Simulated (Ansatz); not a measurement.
# ZnO (zincite) (P6_3mc) in Ansatz: notebook

Aim: see how the results for ZnO (zincite) move with the level of theory and the settings. Levels: PBE+D3(BJ), r2SCAN+rVV10, PBE. Tasks: relaxation of cell and atoms, single point.

All numbers are computed with Ansatz 0.2.0; they aren't measurements. Logs are shortened: lines on timing, memory, paths and dates and some standing lists are left out, and cuts for length are marked.

**What was measured.**

“Electronic structure of alkaline earth and post-transition metal oxides”, 2009, arxiv:0908.1581 quotes, for a bulk crystal of ZnO: band gap 3.37 eV.

The runs below are set against these values where they give the same quantity.

## 1. The structure

The structure is hexagonal, space group P6_3mc (No. 186). Conventional cell: a = 3.249 Å, b = 3.249 Å, c = 5.206 Å, α = 90.00°, β = 90.00°, γ = 120.00°. Around Zn (site symmetry 3m) lie 4 O at 1.97 to 1.98 Å. O (site symmetry 3m) has 4 Zn at 1.97 to 1.98 Å as nearest neighbours.

## 2. Relaxation of cell and atoms, PBE+D3(BJ)

Contents of input.yaml:

```yaml
crystal:
  lattice:
    - [3.249308, 0.0, 0.0]
    - [-1.624654, 2.8139832727, 0.0]
    - [0.0, 0.0, 5.205709]
  atoms:
    - { symbol: Zn, position: [0.6666666667, 0.3333333333, 0.0] }
    - { symbol: Zn, position: [0.3333333333, 0.6666666667, 0.5] }
    - { symbol: O, position: [0.3333333333, 0.6666666667, 0.87901] }
    - { symbol: O, position: [0.6666666667, 0.3333333333, 0.37901] }
hamiltonian:
  xc: pbe
  pseudopotentials: { kind: paw }
  dispersion: d3bj
kpoints:
  mp_grid: { grid: [9, 9, 5] }
scf:
  occupations: { method: fermi_dirac, width: 0.05 }
output:
  forces: true
  stress: true
relax:
  f_tol: 0.01
  max_steps: 40
  cell: { stress_tol: 0.05 }
```

Potentials or basis: Ansatz PAW.

On the command line:

```
ansatz run input.yaml --threads 2 --pin off --max-ram 5120MiB --backend cpu --events-out ev --progress --plain --runs-dir out
```

What it wrote:

```text
Warning: RAYON_NUM_THREADS=2 ignored (pool sized by the plan → 2); use --threads N
Engine: ansatz 0.2.0, aarch64-unknown-linux-gnu
Pseudopotentials: kind: paw
Pseudopotential: Zn, paw, valence charge 12, recommended cutoff 420 eV (normal), Zn.paw.azcp
Pseudopotential: O, paw, valence charge 6, recommended cutoff 420 eV (normal), O.paw.azcp
Functional definition: PBE
  parameter kappa = 0.804
  parameter beta = 0.06672455060314922
  exchange = pbe_x(kappa = kappa, mu = beta*pi^2/3)
  correlation = pbe_c(beta = beta)
Crystal: 4 atoms, lattice volume = 47.598 Å³
Basis set: ecut = 420 eV, 941 PW (Γ), exchange–correlation on 48×48×72 points (8 copies of the dense FFT grid, shifted against one another)
Bands: 22, of which v1, the nominal top of the filled ones, is band 18 counted from 1 (17 counted from 0)
Symmetry: 12 space group operations
Space group: P63mc (ITA 186), of the structure as read, at distance tolerance 3.6e-5 Å
k-points: 36 of 405 (time reversal used)
Non-local potential: Zn, projectors of the file, l = 0: 2, l = 1: 2, l = 2: 3, l = 3: 1
Non-local potential: O, projectors of the file, l = 0: 2, l = 1: 2, l = 2: 1
PAW form: soft (Blöchl's): semilocal exchange-correlation on the pseudo side does not see the compensation charge
PAW one-centre angular grid: Zn, 590 points (default); XC on 64 Gauss nodes
PAW one-centre angular grid: O, 110 points (default); XC on 64 Gauss nodes
Initial density: superposition of atomic densities (neutral atoms: chi_scale 0, normalization atom), corrected by the library's trained network
Initial wavefunctions: pseudopotential atomic-orbital guess
Functional: x = pbe(κ = 0.804, μ = 0.2195149727645171), c = pbe(β = 0.06672455060314922)
SCF iter   1: F=—  HF=-7774.562088 eV  |F-HF|=—  |Δ(HF+E_count)|=         —  Δρ=6.58e-4  dr2=6.16e-5  ethr=1.77e-3  ⟨swp⟩=6.2  Hψ=3591  notcnv=0
preconditioner: auto → Resta (q_TF=auto, 2.604 Å⁻¹)  ε∞=7.5  [insulator: Δε(μ)=0.806 eV  Ē_g=12.691 eV  σ=0.050 eV  W_gap=1.00  n_scr=22 (ndim 8)  ℏωp=32.3 eV  f_vac=0.035  D(μ)=0.00/eV (n_scr^D=0)  ε∞_Penn≈7.5]
SCF iter   2: F=—  HF=-7774.563284 eV  |F-HF|=—  |Δ(HF+E_count)|=   1.20e-3  Δρ=4.11e-4  dr2=2.68e-5  ethr=1.71e-7  ⟨swp⟩=2.8  Hψ=2036  notcnv=0
SCF iter   3: F=—  HF=-7774.563361 eV  |F-HF|=—  |Δ(HF+E_count)|=   7.67e-5  Δρ=2.38e-4  dr2=1.18e-5  ethr=7.44e-8  ⟨swp⟩=2.0  Hψ=1366  notcnv=0
SCF iter   4: F=—  HF=-7774.563398 eV  |F-HF|=—  |Δ(HF+E_count)|=   3.74e-5  Δρ=1.06e-4  dr2=2.27e-6  ethr=3.27e-8  ⟨swp⟩=2.0  Hψ=1339  notcnv=0
SCF iter   5: F=—  HF=-7774.563407 eV  |F-HF|=—  |Δ(HF+E_count)|=   8.58e-6  Δρ=2.84e-5  dr2=2.08e-7  ethr=6.31e-9  ⟨swp⟩=2.0  Hψ=1381  notcnv=0
SCF iter   6: F=-7774.563407 eV  HF=-7774.563407 eV  |F-HF|=3.60e-8  |Δ(HF+E_count)|=   6.67e-7  Δρ=1.51e-5  dr2=7.79e-8  ethr=2.78e-10  ⟨swp⟩=4.4  Hψ=2971  notcnv=0
SCF 1 converged in 6 iterations: F = -7774.563407 eV  dr2 = 7.79e-8
relax step   1: F+E_penalty+E_count = -7774.56340730 eV  Δ(F+E_penalty+E_count) = +0.000e0 eV  max|allowed force component| = 6.827e-2 eV/Å  Δτ_max = 0.0000 Å  P = +1.833 GPa  Ω = 47.598 Å³  (6 SCF iters, dr2 threshold 1.00e-7 eV, accepted)
Crystal: 4 atoms, lattice volume = 47.916 Å³
Initial density: handed on by an earlier stage of this run
Initial wavefunctions: those handed on with the density
iter 1 solved again at ethr=7.46e-7 eV; its pass at ethr=3.10e-3 eV (dr2=2.68e-4 eV) is discarded
SCF iter   1: F=—  HF=-7774.565495 eV  |F-HF|=—  |Δ(HF+E_count)|=         —  Δρ=8.28e-4  dr2=2.36e-4  ethr=7.46e-7  ⟨swp⟩=2.0  Hψ=4064  notcnv=0
preconditioner: auto → Resta (q_TF=auto, 2.601 Å⁻¹)  ε∞=7.5  [insulator: Δε(μ)=0.783 eV  Ē_g=12.640 eV  σ=0.050 eV  W_gap=1.00  n_scr=22 (ndim 8)  ℏωp=32.2 eV  f_vac=0.037  D(μ)=0.00/eV (n_scr^D=0)  ε∞_Penn≈7.5]
SCF iter   2: F=—  HF=-7774.565480 eV  |F-HF|=—  |Δ(HF+E_count)|=   1.47e-5  Δρ=3.02e-4  dr2=2.69e-5  ethr=6.54e-7  ⟨swp⟩=2.0  Hψ=1371  notcnv=0
SCF iter   3: F=—  HF=-7774.565477 eV  |F-HF|=—  |Δ(HF+E_count)|=   2.98e-6  Δρ=1.57e-4  dr2=1.16e-5  ethr=7.47e-8  ⟨swp⟩=2.9  Hψ=1416  notcnv=0
SCF iter   4: F=—  HF=-7774.565478 eV  |F-HF|=—  |Δ(HF+E_count)|=   1.53e-6  Δρ=8.65e-5  dr2=2.49e-6  ethr=3.22e-8  ⟨swp⟩=2.2  Hψ=1341  notcnv=0
SCF iter   5: F=-7774.565479 eV  HF=-7774.565479 eV  |F-HF|=3.37e-7  |Δ(HF+E_count)|=   1.84e-7  Δρ=3.12e-5  dr2=3.85e-7  ethr=1.11e-9  ⟨swp⟩=3.1  Hψ=3585  notcnv=0
SCF 2 converged in 5 iterations: F = -7774.565479 eV  dr2 = 3.85e-7
relax step   2: F+E_penalty+E_count = -7774.56547896 eV  Δ(F+E_penalty+E_count) = -2.072e-3 eV  max|allowed force component| = 4.366e-2 eV/Å  Δτ_max = 0.0014 Å  P = +0.840 GPa  Ω = 47.916 Å³  energy of the carried Pulay correction = -1.456e-3 eV  (5 SCF iters, dr2 threshold 4.00e-7 eV, accepted)
Crystal: 4 atoms, lattice volume = 48.185 Å³
[... 33 lines left out ...]
basis re-selected at this cell: Δ(F+E_penalty+E_count) = -2.838e-3 eV, ΔP = +0.086 GPa vs the last step (what re-selecting the basis moved, of the pressure what is left beyond the Pulay correction that the steps carried, after the strain that the cell walked since its last selection, with what the two solves' SCF thresholds leave and, on support functions, any second-order correction that the steps lacked; it is no measure of the basis error at this ecutwfc). This SCF's stress stands 1.20e-1 GPa from its target on what of the cell is left free (relax.cell.stress_tol is 5.00e-2 GPa) and its largest allowed force component is 5.24e-3 eV/Å (relax.f_tol is 1.00e-2 eV/Å): not within both, so this SCF does not close the relaxation
Crystal: 4 atoms, lattice volume = 48.222 Å³
iter 1 solved again at ethr=4.17e-8 eV; its pass at ethr=3.10e-3 eV (dr2=1.50e-5 eV) is discarded
SCF iter   1: F=—  HF=-7774.568002 eV  |F-HF|=—  |Δ(HF+E_count)|=         —  Δρ=2.63e-4  dr2=1.46e-5  ethr=4.17e-8  ⟨swp⟩=2.4  Hψ=3934  notcnv=0
preconditioner: auto → Resta (q_TF=auto, 2.599 Å⁻¹)  ε∞=7.5  [insulator: Δε(μ)=0.775 eV  Ē_g=12.605 eV  σ=0.050 eV  W_gap=1.00  n_scr=22 (ndim 8)  ℏωp=32.1 eV  f_vac=0.036  D(μ)=0.00/eV (n_scr^D=0)  ε∞_Penn≈7.5]
SCF iter   2: F=—  HF=-7774.568041 eV  |F-HF|=—  |Δ(HF+E_count)|=   3.93e-5  Δρ=1.26e-4  dr2=3.28e-6  ethr=4.05e-8  ⟨swp⟩=2.1  Hψ=1262  notcnv=0
SCF iter   3: F=—  HF=-7774.568040 eV  |F-HF|=—  |Δ(HF+E_count)|=   8.73e-7  Δρ=3.12e-5  dr2=3.67e-7  ethr=9.10e-9  ⟨swp⟩=2.0  Hψ=1305  notcnv=0
SCF iter   4: F=—  HF=-7774.568040 eV  |F-HF|=—  |Δ(HF+E_count)|=   4.43e-8  Δρ=1.26e-5  dr2=6.73e-8  ethr=1.02e-9  ⟨swp⟩=2.0  Hψ=1368  notcnv=0
SCF iter   5: F=-7774.568040 eV  HF=-7774.568040 eV  |F-HF|=3.06e-8  |Δ(HF+E_count)|=   3.65e-8  Δρ=9.33e-6  dr2=3.49e-8  ethr=1.01e-10  ⟨swp⟩=4.6  Hψ=3039  notcnv=0
SCF 6 converged in 5 iterations: F = -7774.568040 eV  dr2 = 3.49e-8
relax step   6: F+E_penalty+E_count = -7774.56804037 eV  Δ(F+E_penalty+E_count) = +1.200e-4 eV  max|allowed force component| = 4.781e-5 eV/Å  Δτ_max = 0.0010 Å  P = +0.004 GPa  Ω = 48.222 Å³  energy of the carried Pulay correction = -1.448e-4 eV  (5 SCF iters, dr2 threshold 3.62e-8 eV, accepted)
iter 1 solved again at ethr=1.49e-7 eV; its pass at ethr=3.10e-3 eV (dr2=5.35e-5 eV) is discarded
SCF iter   1: F=—  HF=-7774.568106 eV  |F-HF|=—  |Δ(HF+E_count)|=         —  Δρ=1.51e-5  dr2=4.51e-8  ethr=1.49e-7  ⟨swp⟩=3.1  Hψ=5697  notcnv=0
preconditioner: auto → Resta (q_TF=auto, 2.599 Å⁻¹)  ε∞=7.5  [insulator: Δε(μ)=0.776 eV  Ē_g=12.605 eV  σ=0.050 eV  W_gap=1.00  n_scr=22 (ndim 8)  ℏωp=32.1 eV  f_vac=0.036  D(μ)=0.00/eV (n_scr^D=0)  ε∞_Penn≈7.5]
SCF iter   2: F=—  HF=-7774.568151 eV  |F-HF|=—  |Δ(HF+E_count)|=   4.45e-5  Δρ=8.48e-6  dr2=1.44e-8  ethr=1.25e-10  ⟨swp⟩=2.5  Hψ=1605  notcnv=0
SCF iter   3: F=—  HF=-7774.568151 eV  |F-HF|=—  |Δ(HF+E_count)|=   4.33e-9  Δρ=4.51e-6  dr2=5.24e-9  ethr=4.00e-11  ⟨swp⟩=2.1  Hψ=1226  notcnv=0
SCF iter   4: F=—  HF=-7774.568151 eV  |F-HF|=—  |Δ(HF+E_count)|=   5.87e-9  Δρ=1.46e-6  dr2=6.37e-10  ethr=1.46e-11  ⟨swp⟩=2.0  Hψ=1356  notcnv=0
SCF iter   5: F=—  HF=-7774.568151 eV  |F-HF|=—  |Δ(HF+E_count)|=  2.23e-10  Δρ=8.02e-7  dr2=1.62e-10  ethr=1.77e-12  ⟨swp⟩=2.0  Hψ=1368  notcnv=0
SCF iter   6: F=-7774.568151 eV  HF=-7774.568151 eV  |F-HF|=1.82e-12  |Δ(HF+E_count)|=  2.27e-10  Δρ=2.21e-7  dr2=1.31e-11  ethr=1.00e-12  ⟨swp⟩=3.0  Hψ=3437  notcnv=0
SCF 7 converged in 6 iterations: F = -7774.568151 eV  dr2 = 1.31e-11
relax step   7: F+E_penalty+E_count = -7774.56815096 eV  Δ(F+E_penalty+E_count) = -1.106e-4 eV  max|allowed force component| = 9.428e-5 eV/Å  Δτ_max = 0.0000 Å  P = +0.007 GPa  Ω = 48.222 Å³  stress off target by 1.52e-2 GPa  SCF on the basis re-selected at this cell (its energy is not comparable with the rows above)  (6 SCF iters)
basis re-selected at this cell: Δ(F+E_penalty+E_count) = -1.106e-4 eV, ΔP = +0.003 GPa vs the last step (what re-selecting the basis moved, of the pressure what is left beyond the Pulay correction that the steps carried, after the strain that the cell walked since its last selection, with what the two solves' SCF thresholds leave and, on support functions, any second-order correction that the steps lacked; it is no measure of the basis error at this ecutwfc). This SCF's stress stands 1.52e-2 GPa from its target on what of the cell is left free (relax.cell.stress_tol is 5.00e-2 GPa) and its largest allowed force component is 9.43e-5 eV/Å (relax.f_tol is 1.00e-2 eV/Å): within both
SCF converged after 6 iterations
Free energy (F): -7774.568151 eV
Harris-Foulkes:  -7774.568151 eV  (|F-HF|=1.82e-12)
Internal energy: -7774.568147 eV  (E = F + TS)
E sigma→0 (E₀):  -7774.568149 eV
Entropy (-TS):   -0.000004 eV (-0.001 meV/atom)
Fermi energy:    7.461930 eV
--- Per-component energies (eV) ---
  E_band       = 60.112631
  E_kinetic    = 611.245761
  E_local      = -4022.647271  (includes V_loc(G=0)·N_el)
  E_nonlocal   = 1335.344687
  E_hartree    = 1652.693860
  E_xc         = -419.770395
  E_vxc        = -289.605715  (∫ρ·V_xc dr)
  E_paw        = -3980.575994  (= ΣΔE_a)
  E_vpaw       = -879.616894  (= ΣTr[D̂ρ^β])
  E_aug_tail   = 0.004165  (compensation charges beyond the density's cutoff)
  E_ewald      = -2949.977682
  E_disp       = -0.885279  (pairwise vdW)
  E_smearing   = -0.000004  (= −TS)
  E_closure    = -0.000000  (closes the sum)
  Σ components = -7774.568151   (vs F -7774.568151, Δ=0.00e0)
--- Forces (eV/Å), atoms counted from 1 ---
  atom   1  Zn    -0.00000000     0.00000000    -0.00009363
  atom   2  Zn     0.00000000    -0.00000000    -0.00009363
  atom   3  O      0.00000000     0.00000000     0.00009493
  atom   4  O      0.00000000    -0.00000000     0.00009493
  max |Σ_I F_I| component: 2.60e-6 eV/Å
--- Stress (GPa, compression-positive) ---
        0.003034       0.000000       0.000000
        0.000000       0.003034       0.000000
        0.000000       0.000000       0.015175
  P = ⅓ Tr σ = 0.0071 GPa (0.071 kbar)
--- Relaxed structure (5 steps of the walk, 5 accepted, 2 SCFs on fresh bases) ---
  F+E_penalty+E_count = -7774.56815096 eV   max|allowed force component| = 9.428e-5 eV/Å   (the final SCF, on the basis selected at the relaxed cell)
  cell:  # Å, volume = 48.2220 Å³
    - [3.254872308403952, -1.4965320854260137e-33, -1.2950758431571271e-34]
    - [-1.627436154201976, 2.818802105152321, 5.911151986986242e-19]
    - [3.112257120175871e-34, 1.0935294959798231e-18, 5.255892262435948]
  atoms:
    - { symbol: Zn, position: [0.6666666666666667, 0.33333333333333337, 5.664447913332892e-5] }
    - { symbol: Zn, position: [0.33333333333333337, 0.6666666666666667, 0.5000566444791331] }
    - { symbol: O, position: [0.33333333333333337, 0.6666666666666667, 0.8789533555208664] }
    - { symbol: O, position: [0.6666666666666667, 0.33333333333333337, 0.3789533555208667] }
```

Wall time 13 s (2 threads of Arm Neoverse V1, shared host); peak memory 0.35 GiB.

What came out:

```
Free energy                            : -7774.5682 eV
Relaxed volume                         : 12.06 Å³/atom
Relaxed cell                           : a = 3.255 Å, b = 3.255 Å, c = 5.256 Å, α = 90.00°, β = 90.00°, γ = 120.00°
Space group after relaxing (to 0.05 Å) : P6_3mc (No. 186)
Energy gained by relaxing              : 1.2 meV/atom
Ionic steps                            : 7
Pressure after relaxing                : 0.0 GPa
Band gap on the k mesh                 : 0.78 eV
```

Step by step:
```
step  energy change (eV)  largest force (eV/Å)  volume (Å³)
   1              0.0000                0.0683        47.60
   2             -0.0021                0.0439        47.92
   3             -0.0019                0.0175        48.18
   4             -0.0019                0.0055        48.19
   5             -0.0048                0.0052        48.19
   6             -0.0046                0.0001        48.22
   7             -0.0047                0.0001        48.22
```

Final structure:
```yaml
crystal:
  lattice:
    - [3.25487, 0.00000, 0.00000]
    - [-1.62744, 2.81880, 0.00000]
    - [0.00000, 0.00000, 5.25589]
  atoms:
    - { symbol: Zn, position: [0.66667, 0.33333, 0.00006] }
    - { symbol: Zn, position: [0.33333, 0.66667, 0.50006] }
    - { symbol: O, position: [0.33333, 0.66667, 0.87895] }
    - { symbol: O, position: [0.66667, 0.33333, 0.37895] }
```

Caveat: odd divisions of the mesh miss points on the zone boundary, where band edges often lie, so the gap on the mesh can be too wide; the plane-wave basis is chosen anew once the cell has moved, so the energies of steps on either side of that aren't comparable; the pressure holds a Pulay correction of +0.7 GPa for the finite cutoff.

## 3. Relaxation of cell and atoms, r2SCAN+rVV10

input.yaml: that of step 2 with these lines changed.

```diff
@@ -11,5 +11,5 @@
 hamiltonian:
-  xc: pbe
+  xc: r2scan
   pseudopotentials: { kind: paw }
-  dispersion: d3bj
+  dispersion: rvv10
 kpoints:
@@ -21,2 +21,6 @@
   stress: true
+  write_density: true
+  write_potential: true
+  elf: true
+  volumetric_format: npy
 relax:
```

Potentials or basis: Ansatz PAW.

On the command line:

```
ansatz run input.yaml --threads 2 --pin off --max-ram 5120MiB --backend cpu --events-out ev --progress --plain --runs-dir out
```

It took 35 s on 2 threads of Arm Neoverse V1, shared host; peak memory 0.53 GiB.

The run converged. Its results:

```
Free energy                            : -7787.0653 eV
Relaxed volume                         : 11.70 Å³/atom
Relaxed cell                           : a = 3.225 Å, b = 3.225 Å, c = 5.196 Å, α = 90.00°, β = 90.00°, γ = 120.00°
Space group after relaxing (to 0.05 Å) : P6_3mc (No. 186)
Energy gained by relaxing              : 1.8 meV/atom
Ionic steps                            : 6
Pressure after relaxing                : 0.0 GPa
Band gap on the k mesh                 : 1.19 eV, direct
```

Step by step:
```tsv
step	energy change (eV)	largest force (eV/Å)	volume (Å³)
1	0.0000	0.0696	47.60
2	-0.0057	0.0499	47.18
3	-0.0077	0.0136	46.79
4	-0.0077	0.0078	46.80
5	-0.0077	0.0002	46.81
6	-0.0072	0.0002	46.81
```

Final structure:
```
Zn O
1.0
     3.22528    0.00000    0.00000
    -1.61264    2.79317    0.00000
     0.00000    0.00000    5.19621
Zn O
2 2
Cartesian
  1.6126 0.9311 -0.0014
  0.0000 1.8621 2.5967
  0.0000 1.8621 4.5689
  1.6126 0.9311 1.9708
```

Levels at points of the mesh, in eV from the valence-band top:
```
           k point  band 16  band 17  band 18  band 19  band 20  band 21
(0.00, 0.00, 0.00)    -0.10     0.00     0.00     1.19     5.88     8.80
```

Caveat: odd divisions of the mesh miss points on the zone boundary, where band edges often lie, so the gap on the mesh can be too wide; the plane-wave basis is chosen anew once the cell has moved, so the energies of steps on either side of that aren't comparable; the PAW data sets come from PBE, with cores solved anew for the run's functional, which leaves a small shift of forces and pressure.

## 4. Single point, PBE

input.yaml: that of step 3 with these lines changed.

```diff
@@ -11,7 +11,6 @@
 hamiltonian:
-  xc: r2scan
+  xc: pbe
   pseudopotentials: { kind: paw }
-  dispersion: rvv10
 kpoints:
-  mp_grid: { grid: [9, 9, 5] }
+  mp_grid: { grid: [13, 13, 7] }
 scf:
@@ -21,9 +20,2 @@
   stress: true
-  write_density: true
-  write_potential: true
-  elf: true
-  volumetric_format: npy
-relax:
-  f_tol: 0.01
-  max_steps: 40
-  cell: { stress_tol: 0.05 }
+  eigenvalues: true
```

On the command line:

```
ansatz run input.yaml --threads 2 --pin off --max-ram 5120MiB --backend cpu --events-out ev --progress --plain --runs-dir out
```

Run time: 3.9 s. Hardware: 2 threads of Arm Neoverse V1, shared host; peak memory 0.38 GiB.

Results (log left out):

```
Free energy            : -7773.6666 eV
Pressure               : 4.9 GPa
Largest force          : 0.070 eV/Å
Band gap on the k mesh : 0.80 eV, direct
```

Forces on the atoms (eV/Å):
```
Zn   0.000  0.000 -0.070
Zn   0.000  0.000 -0.070
O    0.000  0.000  0.070
O    0.000  0.000  0.070
```

Stress tensor (GPa, compression positive):
```
4.35 0.00 0.00
0.00 4.35 0.00
0.00 0.00 6.05
```

Levels at points of the mesh, in eV from the valence-band top:
| k point | band 16 | band 17 | band 18 | band 19 | band 20 | band 21 |
| --- | --- | --- | --- | --- | --- | --- |
| (0.00, 0.00, 0.00) | -0.07 | 0.00 | 0.00 | 0.80 | 5.23 | 8.27 |

Caveat: odd divisions of the mesh miss points on the zone boundary, where band edges often lie, so the gap on the mesh can be too wide; the pressure holds a Pulay correction of +0.7 GPa for the finite cutoff.

## 5. Overview

```csv
task,level,cell,k mesh,cutoff (eV),gap on the mesh (eV),pressure (GPa),relaxed volume (Å³/atom)
relaxation of cell and atoms,PBE+D3(BJ),relaxed,9 × 9 × 5,420,0.78,0.0,12.06
relaxation of cell and atoms,r2SCAN+rVV10,relaxed,9 × 9 × 5,500,1.19,0.0,11.70
single point,PBE,as given,13 × 13 × 7,420,0.80,4.9,-
```

Alike in all rows: potentials or basis Ansatz PAW; no spin polarisation; smearing fermi-dirac 0.05 eV.

Caveats: odd divisions of the mesh miss points on the zone boundary, where band edges often lie, so the gap on the mesh can be too wide; the plane-wave basis is chosen anew once the cell has moved, so the energies of steps on either side of that aren't comparable (some runs); the PAW data sets come from PBE, with cores solved anew for the run's functional, which leaves a small shift of forces and pressure (some runs).

Absolute energies hang on the potentials; compare differences alone.

## 6. Against experiment

Step 4. Measured gap of ZnO: 3.37 eV (quoted in “Electronic structure of alkaline earth and post-transition metal oxides”, 2009, arxiv:0908.1581). This calculation gives 0.80 eV (-2.57 eV). So large a miss can be the level of theory's own, or it may mean another phase, state or a wrong row. The value is that of PBE, without temperature or zero-point motion. Semilocal functionals fall short of measured gaps as a rule.
